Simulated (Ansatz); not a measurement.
# The perfect armchair graphene nanoribbon (N = 16, H edges), part 2 of 2

What gap, if any, does the armchair graphene nanoribbon (N = 16, H edges) have, and how does it change with the functional and under strain?

Ansatz 0.2.0; DFT PBE, plane waves, PAW; relaxation of a wire's period (the session's first sound run).

So far, band gap (eV): step 3 (the wire at its relaxed period, PBE) 0.708; step 4 (LDA PBE, k-mesh 1×1×15) 0.707; step 5 (PBEsol PBE, k-mesh 1×1×15) 0.709; step 6 (r2SCAN PBE, cutoff 500 eV, k-mesh 1×1×15) 0.755; step 8 (relaxing the atoms, period over the relaxed period 0.97, k-mesh …, PBE) 0.640.

## Step 9: At a strained period, period over the relaxed period 1.06, k-mesh 1×1×14

The period is set to 1.06 times the relaxed one and the atoms relax within it: strain changes bond lengths and angles, which shifts the bands against each other. Against the first PBE run of this kind, the mesh along the wire has 14 points against 19.

The cell differs from the one that the last finished run ended in (c 4.155 → 4.541 Å).

Contents of input.yaml:

```yaml
crystal:
  lattice:
    - [27.3, 0.0, 0.0]
    - [0.0, 7.0, 0.0]
    - [0.0, 0.0, 4.5409384744]
  atoms:
    - { symbol: C, position: [0.162290493, 0.5, 0.006822987] }
    - { symbol: C, position: [0.251519008, 0.5, 0.999833617] }
    - { symbol: C, position: [0.341994555, 0.5, 0.999769322] }
    - { symbol: C, position: [0.432282866, 0.5, 0.000412201] }
    - { symbol: C, position: [0.522546229, 0.5, 0.999954118] }
    - { symbol: C, position: [0.612928489, 0.5, 1.353e-06] }
    - { symbol: C, position: [0.703129, 0.5, 0.000720407] }
    - { symbol: C, position: [0.793550327, 0.5, 0.998915539] }
[... 24 atom lines left out ...]
    - { symbol: C, position: [0.748480992, 0.5, 0.833499716] }
    - { symbol: C, position: [0.837709507, 0.5, 0.826510346] }
    - { symbol: H, position: [0.127220831, 0.5, 0.886529315] }
    - { symbol: H, position: [0.872779169, 0.5, 0.946804018] }
kpoints:
  mp_grid: { grid: [1, 1, 14] }
  band_path: { path: ["Γ", Z], npoints: 50 }
scf:
  occupations: { method: fermi_dirac, width: 0.05 }
hamiltonian:
  xc: pbe
relax:
  max_steps: 40
  f_tol: 0.02
output:
  stress: true
```

Run with:

```sh
$ ansatz run input.yaml --threads 4 --pin off --max-ram 16384MiB --backend cpu --events-out ev --progress --plain --runs-dir out
```

Wall time 2.2 min (4 threads of Intel Xeon Platinum 8259CL at 2.50GHz (Skylake/Cascade Lake), shared host); peak memory 3.4 GiB; 8.4 min of CPU time.

The steps of the relaxation:

```csv
step,energy less that of the first step (eV),largest force component (eV/Å)
1,0.0000,1.2714
2,-0.2169,0.4232
3,-0.2341,0.0764
4,-0.2355,0.0534
5,-0.2358,0.0069
```

Forces are held to the 8 operations that the run works with; a distortion that breaks them can't arise in this run.

The atoms that moved most (Å):

```csv
atom,dx,dy,dz,length
H35,0.077,0.000,0.086,0.115
H17,-0.077,0.000,0.086,0.115
H18,0.077,0.000,-0.086,0.115
H36,-0.077,0.000,-0.086,0.115
C1,0.097,0.000,0.024,0.100
C26,-0.097,0.000,0.024,0.100
C9,0.097,0.000,-0.024,0.100
C34,-0.097,0.000,-0.024,0.100
```

Final coordinates:

```xyz
36
Lattice="27.3000 0.0000 0.0000 0.0000 7.0000 0.0000 0.0000 0.0000 4.5409" Properties=species:S:1:pos:R:3
C     4.5273    3.5000    0.0554
C     6.9248    3.5000    4.5437
C     9.3712    3.5000    4.5410
C    11.8176    3.5000    0.0022
C    14.2619    3.5000    4.5435
C    16.7054    3.5000    0.0040
C    19.1467    3.5000    0.0046
C    21.5996    3.5000    4.5377
C     4.5273    3.5000    1.4583
C     6.9248    3.5000    1.5109
C     9.3712    3.5000    1.5136
C    11.8176    3.5000    1.5114
C    14.2619    3.5000    1.5111
C    16.7054    3.5000    1.5096
C    19.1467    3.5000    1.5090
C    21.5996    3.5000    1.5169
H    23.7503    3.5000    1.8417
H     3.5497    3.5000    1.9424
C     5.7004    3.5000    2.2672
C     8.1533    3.5000    2.2751
C    10.5946    3.5000    2.2745
C    13.0381    3.5000    2.2730
C    15.4824    3.5000    2.2727
C    17.9288    3.5000    2.2706
C    20.3752    3.5000    2.2732
C    22.7727    3.5000    2.3259
C     5.7004    3.5000    3.7874
C     8.1533    3.5000    3.7795
C    10.5946    3.5000    3.7801
C    13.0381    3.5000    3.7816
C    15.4824    3.5000    3.7819
C    17.9288    3.5000    3.7840
C    20.3752    3.5000    3.7813
C    22.7727    3.5000    3.7287
H     3.5497    3.5000    4.1121
H    23.7503    3.5000    4.2129
```

This step gave:

| Property | Result |
| --- | --- |
| energy at zero smearing | -8090.5413 eV |
| band gap | 0.03259 eV |

Electronic bands along the path, in eV, zero at the Fermi level:

```csv
point,band 63,band 64,band 65,band 66,band 67,band 68,band 69,band 70
Γ,-1.51,-0.88,-0.84,-0.02,0.02,0.73,0.96,1.21
halfway,-2.27,-1.87,-1.70,-1.48,1.40,1.65,1.81,2.26
Z,-2.57,-2.57,-2.08,-2.08,1.81,1.81,2.43,2.43
```

The gap is 0.0326 eV, against 0.708 eV under PBE at the relaxed period.

## Step 10: The same system on other settings

This step: DFT LDA, plane waves, PAW; bands of a perfect wire at the PBE geometry; changed: kpoints.mp_grid.grid = [1, 1, 1], scf.max_iter = 50 (Ansatz 0.2.0).

The input of the band run (LDA) is made doubtful on purpose.

Changes to input.yaml since step 9:

```diff
@@ -4,3 +4,3 @@
     - [0.0, 7.0, 0.0]
-    - [0.0, 0.0, 4.5409384744]
+    - [0.0, 0.0, 4.2839042212]
   atoms:
@@ -43,3 +43,3 @@
 kpoints:
-  mp_grid: { grid: [1, 1, 14] }
+  mp_grid: { grid: [1, 1, 1] }
   band_path: { path: ["Γ", Z], npoints: 50 }
@@ -47,8 +47,4 @@
   occupations: { method: fermi_dirac, width: 0.05 }
+  max_iter: 50
 hamiltonian:
-  xc: pbe
-relax:
-  max_steps: 40
-  f_tol: 0.02
-output:
-  stress: true
+  xc: lda
```

It took 60 s on 4 threads; peak memory 3.1 GiB.

Residual by cycle:

cycle, log10 residual and a bar from the least value:
```
        1       -0.2 ##########################
        2        0.9 ##############################
        3        0.1 ###########################
        4       -0.8 ########################
        5       -1.3 ######################
        6       -2.5 #################
        7       -3.0 ###############
        8       -4.0 ############
        9       -5.3 #######
       10       -5.8 #####
       11       -6.9 #
       12       -7.2
```

The run finished. A setting was moved off its sound value on purpose, so it serves as a test and not as the result.

The fault put into the input: one k-point for a small cell (kpoints.mp_grid.grid = [1, 1, 1]).

## Step 11: The same system on other settings

This step: DFT LDA, plane waves, PAW; bands of a perfect wire at the PBE geometry; changed: accuracy = "yes please", scf.max_iter = 100 (Ansatz 0.2.0).

Changes to input.yaml since step 10:

```diff
@@ -43,3 +43,3 @@
 kpoints:
-  mp_grid: { grid: [1, 1, 1] }
+  mp_grid: { grid: [1, 1, 15] }
   band_path: { path: ["Γ", Z], npoints: 50 }
@@ -47,4 +47,5 @@
   occupations: { method: fermi_dirac, width: 0.05 }
-  max_iter: 50
+  max_iter: 100
 hamiltonian:
   xc: lda
+accuracy: "yes please"
```

Elapsed: 0.04 s, on 4 threads; peak memory 0.031 GiB.

The input was rejected at the start.

The program's message: “Error: YAML parse error: error: line 51 column 1: unknown variant `yes please`, expected one of low, medium, high”

The change that led to it: accuracy = "yes please".

## Step 12: Outcome

- cell length, PBE: 4.284 Å
- gap, PBE: 0.708 eV
- gap, LDA: 0.707 eV
- gap, PBEsol: 0.709 eV
- gap, r2SCAN: 0.755 eV
- gap, period scaled by 0.97: 0.640 eV
- gap, period scaled by 1.06: 0.0326 eV

In words: Under PBE the cell's length is 4.28 Å, and a gap of 0.71 eV makes it a semiconductor. At the relaxed period the wire is gapped under every functional, from 0.71 eV (LDA) to 0.75 eV (r2SCAN). Weak screening in one dimension makes quasiparticle gaps larger than the semilocal gaps, as a rule. Strain matters: under PBE the gap goes from 0.71 eV to 0.640 eV at 0.97 times the period and 0.0326 eV at 1.06 times the period. Where the gap is under about 0.35 eV, the smearing of 0.05 eV partly fills the band edges in the SCF.

[Logs are printed without paths, hosts, clocks, repeated set-up lines and the standing remarks that a program may print on its own settings, such as how far it seeks lower states.]

[Hosts, paths, dates, database ids (printed as entryN), source tags and the programs' standing remarks are cut or masked in the printed files.]
